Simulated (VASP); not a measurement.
# MgB2 (P6/mmm) in VASP: notebook

Runs on MgB2. Level: LDA. Tasks: relaxation of cell and atoms.

Everything below comes from runs of VASP 6.6.1. Logs are shortened: lines on timing, memory, paths and dates and some standing lists are left out, and cuts for length are marked.

### 1 The crystal as given

The structure is hexagonal, space group P6/mmm (No. 191). The conventional cell has a = 3.085 Å, b = 3.085 Å, c = 3.523 Å, α = 90.00°, β = 90.00°, γ = 120.00°. Around Mg (site symmetry 6/mmm) lie 12 B at 2.51 Å. B (site symmetry -6m2) is surrounded by 3 B at 1.78 Å.

### 2 Relaxation of cell and atoms, LDA

Contents of INCAR:

```
SYSTEM = MgB2
ALGO = Normal
EDIFF = 1E-6
EDIFFG = -0.01
ENCUT = 600
IBRION = 2
ISIF = 3
ISMEAR = 1
LASPH = .True.
LCHARG = .False.
LREAL = .False.
LWAVE = .False.
NELM = 80
NSW = 90
PREC = Accurate
SIGMA = 0.1
```

Contents of KPOINTS:

```
k-points
0
Gamma
  15 15 10
  0 0 0
```

Contents of POSCAR:

```
MgB2
1.0
    3.0850000000      0.0000000000      0.0000000000
   -1.5425000000      2.6716883700      0.0000000000
    0.0000000000      0.0000000000      3.5230000000
Mg B
1 2
Direct
    0.0000000000      0.0000000000      0.0000000000
    0.3333333300      0.6666666700      0.5000000000
    0.6666666700      0.3333333300      0.5000000000
```

Potentials or basis: VASP PAW LDA potentials, release 64 (Mg, B).

Started as:

```bash
> cat potpaw_LDA.64/Mg/POTCAR potpaw_LDA.64/B/POTCAR > POTCAR
> mpirun -np 1 vasp_std > vasp.out
```

OUTCAR:

```text
SYSTEM = MgB2
   EDIFF = 1E-6
   EDIFFG = -0.01
   ENCUT = 600
   IBRION = 2
   ISIF = 3
   ISMEAR = 1
   LASPH = .True.
   LREAL = .False.
   NELM = 80
   NSW = 90
   PREC = Accurate

 ion  position               nearest neighbor table
   1  0.000  0.000  0.000-   2 2.51   3 2.51   2 2.51   3 2.51   2 2.51   2 2.51   3 2.51   3 2.51
                             3 2.51   3 2.51   2 2.51   2 2.51
   2  0.333  0.667  0.500-   3 1.78   3 1.78   3 1.78   1 2.51   1 2.51   1 2.51   1 2.51   1 2.51
                             1 2.51
   3  0.667  0.333  0.500-   2 1.78   2 1.78   2 1.78   1 2.51   1 2.51   1 2.51   1 2.51   1 2.51
                             1 2.51

  LATTYP: Found a hexagonal cell.
 ALAT       =     3.0850000000
 C/A-ratio  =     1.1419773096

  Lattice vectors:

 A1 = (   3.0850000000,   0.0000000000,   0.0000000000)
 A2 = (  -1.5425000000,   2.6716883700,   0.0000000000)
 A3 = (   0.0000000000,   0.0000000000,   3.5230000000)

Analysis of symmetry for initial positions (statically):
=====================================================================
 Subroutine PRICEL returns:
 Original cell was already a primitive cell.

 Routine SETGRP: Setting up the symmetry group for a
 hexagonal supercell.

 Subroutine GETGRP returns: Found 24 space group operations
 (whereof 24 operations were pure point group operations)
 out of a pool of 24 trial point group operations.

The static configuration has the point symmetry D_6h.

Analysis of symmetry for dynamics (positions and initial velocities):
=====================================================================
 Subroutine PRICEL returns:
 Original cell was already a primitive cell.

 Routine SETGRP: Setting up the symmetry group for a
 hexagonal supercell.

 Subroutine GETGRP returns: Found 24 space group operations
 (whereof 24 operations were pure point group operations)
 out of a pool of 24 trial point group operations.

The dynamic configuration has the point symmetry D_6h.

 Subroutine INISYM returns: Found 24 space group operations
 (whereof 24 operations are pure point group operations),
 and found     1 'primitive' translations

----------------------------------------------------------------------------------------

                                     Primitive cell

  volume of cell :      29.0371

  direct lattice vectors                    reciprocal lattice vectors
     3.085000000  0.000000000  0.000000000     0.324149109  0.187147575  0.000000000
    -1.542500000  2.671688370  0.000000000     0.000000000  0.374295150  0.000000000
     0.000000000  0.000000000  3.523000000     0.000000000  0.000000000  0.283848992

  length of vectors
     3.085000000  3.084999999  3.523000000     0.374295150  0.374295150  0.283848992

  position of ions in fractional coordinates (direct lattice)
     0.000000000  0.000000000  0.000000000
     0.333333330  0.666666670  0.500000000
     0.666666670  0.333333330  0.500000000

  ion indices of the primitive-cell ions
   primitive index   ion index
                 1           1
                 2           2
                 3           3

----------------------------------------------------------------------------------------

 KPOINTS: k-points

Automatic generation of k-mesh.
 Grid dimensions read from file:
 generate k-points for:   15   15   10

 Generating k-lattice:

  Cartesian coordinates                     Fractional coordinates (reciprocal lattice)
     0.021609941  0.012476505  0.000000000     0.066666667  0.000000000  0.000000000
     0.000000000  0.024953010  0.000000000     0.000000000  0.066666667  0.000000000
     0.000000000  0.000000000  0.028384899     0.000000000  0.000000000  0.100000000

  Length of vectors
     0.024953010  0.024953010  0.028384899

  Shift w.r.t. Gamma in fractional coordinates (k-lattice)
     0.000000000  0.000000000  0.000000000

 Subroutine IBZKPT returns following result:
 ===========================================

 Found    162 irreducible k-points:

 Following reciprocal coordinates:
            Coordinates               Weight
  0.000000  0.000000  0.000000      1.000000
  0.066667 -0.000000  0.000000      6.000000
  0.133333 -0.000000  0.000000      6.000000
  0.200000  0.000000  0.000000      6.000000
  0.266667 -0.000000  0.000000      6.000000
  0.333333  0.000000  0.000000      6.000000
[... 16 lines left out ...]
  0.333333  0.200000  0.000000     12.000000
  0.400000  0.200000  0.000000      6.000000
 [... further k-points ...]
   k-points           NKPTS =    162   k-points in BZ     NKDIM =    162   number of bands    NBANDS=      8
   number of dos      NEDOS =    301   number of ions     NIONS =      3
   total plane-waves  NPLWV =  21952
   dimension x,y,z NGX =    28 NGY =   28 NGZ =   28
   dimension x,y,z NGXF=    56 NGYF=   56 NGZF=   56
   ions per type =               1   2
   NGX,Y,Z   is equivalent  to a cutoff of  15.09, 15.09, 13.21 a.u.
   NGXF,Y,Z  is equivalent  to a cutoff of  30.18, 30.18, 26.43 a.u.
 SYSTEM =  MgB2
   PREC   = accura    normal or accurate (medium, high low for compatibility)
   ISTART =      0    job   : 0-new  1-cont  2-samecut
   ICHARG =      2    charge: 1-file 2-atom 10-const
   ISPIN  =      1    spin polarized calculation?
   LNONCOLLINEAR =      F non collinear calculations
   LSORBIT =      F    spin-orbit coupling
   LASPH  =      T    aspherical Exc in radial PAW
   ENCUT  =  600.0 eV  44.10 Ry    6.64 a.u.   6.16  6.16  7.04*2*pi/ulx,y,z
   NELM   =     80;   NELMIN=  2; NELMDL= -5     # of ELM steps
   EDIFF  = 0.1E-05   stopping-criterion for ELM
   LREAL  =      F    real-space projection
   EDIFFG = -.1E-01   stopping-criterion for IOM
   NSW    =     90    number of steps for IOM
   IBRION =      2    ionic relax: 0-MD 1-quasi-New 2-CG
   NFREE  =      1    steps in history (QN), initial steepest desc. (CG)
   ISIF   =      3    stress and relaxation
   ISYM   =      2    0-nonsym 1-usesym 2-fastsym
   POTIM  = 0.5000    time-step for ionic-motion
   TEBEG  =    0.0;   TEEND  =   0.0 temperature during run
   PSTRESS=    0.0 pullay stress
   NELECT =       8.0000    total number of electrons
   NUPDOWN=      -1.0000    fix difference up-down
   EMIN   =  10.00;   EMAX   =-10.00  energy-range for DOS
   EFERMI =   0.00;   METHOD = LEGACY
   ISMEAR =     1;   SIGMA  =   0.10  broadening in eV -4-tet -1-fermi 0-gaus
   EFERMI_NEDOS =   21; number of points for ismear=-14 and -15
   IALGO  =     38    algorithm
   IMIX   =      4    mixing-type and parameters
     AMIX     =   0.40;   BMIX     =  1.00
     AMIX_MAG =   1.60;   BMIX_MAG =  1.00
  volume/ion in A,a.u.               =       9.68        65.32
  Fermi-wavevector in a.u.,A,eV,Ry     =   1.065255  2.013040 15.439462  1.134768
  Thomas-Fermi vector in A             =   2.200801
   LORBIT       =      0    0 simple, 1 ext, 2 COOP (PROOUT), +10 PAW based schemes
   GGA     = CA    functional components
   LHFCALC =     F    Hartree Fock is set to
   AEXX    =    0.0000 exact exchange contribution
   IVDW    =     0    specifies the selected vdW correction
   LEPSILON=     F    determine dielectric tensor
   LRPA    =     F    only Hartree local field effects (RPA)
 conjugate gradient relaxation of ions
 non-spin polarized calculation
 Methfessel and Paxton  Order N= 1 SIGMA  =   0.10
  energy-cutoff  :      600.00
  volume of cell :       29.04
 maximum number of plane-waves:       986
 NGX is ok and might be reduce to    28
   NGX = 13   NGY = 13   NGZ = 15

--------------------------------------- Ionic step        1  -------------------------------------------

 number of electron       8.0000000 magnetization

 Free energy of the ion-electron system (eV)
  ---------------------------------------------------
  ext. energy  EPLUGINS =         0.00000000
  ---------------------------------------------------
  free energy    TOTEN  =       -17.24839199 eV

  energy without entropy =      -17.24851200  energy(sigma->0) =      -17.24843199

------------------------ aborting loop because EDIFF is reached ----------------------------------------

  FORCE on cell =-STRESS in cart. coord.  units (eV):
  Direction    XX          YY          ZZ          XY          YZ          ZX
  --------------------------------------------------------------------------------------
  -------------------------------------------------------------------------------------
  Total       -1.7017022     -1.7017022     -1.1020885     -0.0000000      0.0000000      0.0000000
  in kB      -93.8945796    -93.8945796    -60.8097825     -0.0000000      0.0000000      0.0000000
  external PRESSURE =     -82.8663139 kB  Pullay stress =       0.0000000 kB

 VOLUME and BASIS-vectors are now :
 -----------------------------------------------------------------------------
  energy-cutoff  :      600.00
  volume of cell :       29.04
      direct lattice vectors                 reciprocal lattice vectors
     3.085000000  0.000000000  0.000000000     0.324149109  0.187147575  0.000000000
    -1.542500000  2.671688370  0.000000000     0.000000000  0.374295150  0.000000000
     0.000000000  0.000000000  3.523000000     0.000000000  0.000000000  0.283848992
[... 112 lines left out ...]
 POSITION                                       TOTAL-FORCE (eV/Angst)
 -----------------------------------------------------------------------------------
      0.00000      0.00000      3.46100        -0.000000      0.000000      0.000000
     -0.00000      1.74872      1.73050         0.000000     -0.000000     -0.000000
      1.51443      0.87436      1.73050        -0.000000      0.000000      0.000000
 -----------------------------------------------------------------------------------
    total drift:                                0.000000      0.000000      0.000000

  FREE ENERGIE OF THE ION-ELECTRON SYSTEM (eV)
  ---------------------------------------------------
  free  energy   TOTEN  =       -17.2901403558 eV

  energy  without entropy=      -17.2903626075  energy(sigma->0) =      -17.29021444

--------------------------------------- Ionic step        5  -------------------------------------------

 number of electron       8.0000000 magnetization

 Free energy of the ion-electron system (eV)
  ---------------------------------------------------
  ext. energy  EPLUGINS =         0.00000000
  ---------------------------------------------------
  free energy    TOTEN  =       -17.29016048 eV

  energy without entropy =      -17.29039266  energy(sigma->0) =      -17.29023787

 E-fermi :   5.5562     XC(G=0): -11.3149

 val. band max:        5.5560133482   @ k =   0.1333  -0.0000   0.3000
 cond. band min:       5.5613063314   @ k =   0.4667  -0.0000   0.3000
 fundamental gap:      0.0052929832
 Fermi energy:         5.5561549092

 k-point     1 :       0.0000    0.0000    0.0000
  band No.  band energies     occupation
      1      -7.0095      2.00000
      2       2.5773      2.00000
      3       5.9902     -0.00000
      4       5.9902     -0.00000
      5       7.4087     -0.00000
      6      12.1094      0.00000
      7      12.1094      0.00000
      8      14.4278      0.00000

 k-point     2 :       0.0667   -0.0000    0.0000
  band No.  band energies     occupation
      1      -6.9301      2.00000
      2       2.6547      2.00000
      3       5.5906      0.45371
      4       5.7951     -0.00375
      5       7.4743     -0.00000
      6      12.0871      0.00000
      7      12.4662      0.00000
      8      14.5589      0.00000
[... 221 lines left out ...]
 k-point    23 :       0.3333    0.2000    0.0000
  band No.  band energies     occupation
      1      -3.2666      2.00000
      2      -1.0445      2.00000
      3       1.1792      2.00000
      4       6.0024     -0.00000
      5       8.9178      0.00000
      6      10.8849      0.00000
      7      12.2231      0.00000
      8      14.1609      0.00000

 k-point    24 :       0.4000    0.2000    0.0000
  band No.  band energies     occupation
      1      -2.4937      2.00000
      2      -1.9176      2.00000
      3       1.0869      2.00000
      4       6.4049     -0.00000
      5       8.4287      0.00000
      6      11.4931      0.00000
      7      11.7019      0.00000
      8      14.1141      0.00000

 [... further k-points ...]
[... 5 lines left out ...]
  --------------------------------------------------------------------------------------
  -------------------------------------------------------------------------------------
  Total        0.0015936      0.0015936      0.0000401     -0.0000000     -0.0000000      0.0000000
  in kB        0.0928994      0.0928994      0.0023350     -0.0000000     -0.0000000      0.0000000
  external PRESSURE =       0.0627113 kB  Pullay stress =       0.0000000 kB

 VOLUME and BASIS-vectors are now :
 -----------------------------------------------------------------------------
  energy-cutoff  :      600.00
  volume of cell :       27.48
      direct lattice vectors                 reciprocal lattice vectors
     3.029405862 -0.000000000  0.000000000     0.330097731  0.190582014 -0.000000000
    -1.514702931  2.623542434 -0.000000000     0.000000000  0.381164027 -0.000000000
     0.000000000  0.000000000  3.458112146    -0.000000000  0.000000000  0.289175121

 POSITION                                       TOTAL-FORCE (eV/Angst)
 -----------------------------------------------------------------------------------
     -1.51470      2.62354     -0.00000         0.000000     -0.000000      0.000000
     -0.00000      1.74903      1.72906        -0.000000      0.000000      0.000000
      1.51470      0.87451      1.72906         0.000000     -0.000000     -0.000000
 -----------------------------------------------------------------------------------
    total drift:                                0.000000      0.000000      0.000000

  FREE ENERGIE OF THE ION-ELECTRON SYSTEM (eV)
  ---------------------------------------------------
  free  energy   TOTEN  =       -17.2901604808 eV

  energy  without entropy=      -17.2903926621  energy(sigma->0) =      -17.29023787

 reached required accuracy - stopping structural energy minimisation
```

Run time: 47 s. Hardware: 1 thread of Intel Xeon 6975P-C (Granite Rapids), shared host; peak memory 0.19 GiB.

Results:

- Free energy: -17.2902 eV
- Relaxed volume: 9.16 Å³/atom
- Relaxed cell: a = 3.029 Å, b = 3.029 Å, c = 3.458 Å, α = 90.00°, β = 90.00°, γ = 120.00°
- Space group after relaxing (to 0.05 Å): P6/mmm (No. 191)
- Energy gained by relaxing: 13.9 meV/atom
- Ionic steps: 5
- Pressure after relaxing: 0.0 GPa
- Band gap on the k mesh: none (metal or under the smearing width)

Step by step:
```csv
step,energy change (eV),largest force (eV/Å),pressure (GPa),volume (Å³)
1,0.0000,0.0000,-8.29,29.04
2,-0.0330,0.0000,3.70,26.98
3,-0.0407,0.0000,-0.22,27.58
4,-0.0417,0.0000,-0.03,27.50
5,-0.0418,0.0000,0.01,27.48
```

Final structure:
```
CELL_PARAMETERS angstrom
3.02941 0.00000 0.00000
-1.51470 2.62354 0.00000
0.00000 0.00000 3.45811
ATOMIC_POSITIONS crystal
Mg 0.00000 0.00000 0.00000
B 0.33333 0.66667 0.50000
B 0.66667 0.33333 0.50000
```

LDA usually gives volumes a few per cent too small. Zero-point motion and thermal expansion aren't in these numbers.

### 3 Relaxation of cell and atoms, LDA

This run uses another cell than the first one, of 9.16 Å³/atom, 0.947 times its volume.

INCAR: that of step 2 with these lines changed.

```diff
@@ -2,4 +2,4 @@
 ALGO = Normal
-EDIFF = 1E-6
-EDIFFG = -0.01
+EDIFF = 1E-7
+EDIFFG = -0.005
 ENCUT = 600
```

KPOINTS is that of step 2.

Contents of POSCAR:

```
MgB2                                    
1.0
    3.0294058619     -0.0000000000      0.0000000000
   -1.5147029310      2.6235424342     -0.0000000000
    0.0000000000      0.0000000000      3.4581121463
  Mg              B             
     1     2
Direct
     0.0000000000000000    1.0000000000000000    0.0000000000000000
     0.3333333300000021    0.6666666699999979    0.5000000000000000
     0.6666666699999979    0.3333333300000021    0.5000000000000000
```

Potentials or basis: VASP PAW LDA potentials, release 64 (Mg, B).

Started as:

```bash
> cat potpaw_LDA.64/Mg/POTCAR potpaw_LDA.64/B/POTCAR > POTCAR
> mpirun -np 1 vasp_std > vasp.out
```

It took 16 s on 1 thread of Intel Xeon 6975P-C (Granite Rapids), shared host; peak memory 0.17 GiB.

The run converged. Its results:

```
Free energy             : -17.2895 eV
Pressure after relaxing : 0.0 GPa
Band gap on the k mesh  : none (metal or under the smearing width)
```

Final structure:
```xyz
3
Lattice="3.0294 0.0000 0.0000 -1.5147 2.6235 0.0000 0.0000 0.0000 3.4581" Properties=species:S:1:pos:R:3 pbc="T T T"
Mg    0.0000    0.0000    0.0000
B     0.0000    1.7490    1.7291
B     1.5147    0.8745    1.7291
```

Levels at points of the mesh, in eV from the Fermi level:
| k point | band 1 | band 2 | band 3 | band 4 | band 5 | band 6 | band 7 | band 8 |
| --- | --- | --- | --- | --- | --- | --- | --- | --- |
| (0.00, 0.00, 0.00) | -12.57 | -2.98 | 0.43 | 0.43 | 1.85 | 6.55 | 6.55 | 8.87 |
| (0.00, 0.00, 0.50) | -11.19 | -7.62 | 0.83 | 0.83 | 6.86 | 6.86 | 8.28 | 10.36 |

Caveat: the relaxation stopped at its first step, so nothing moved.
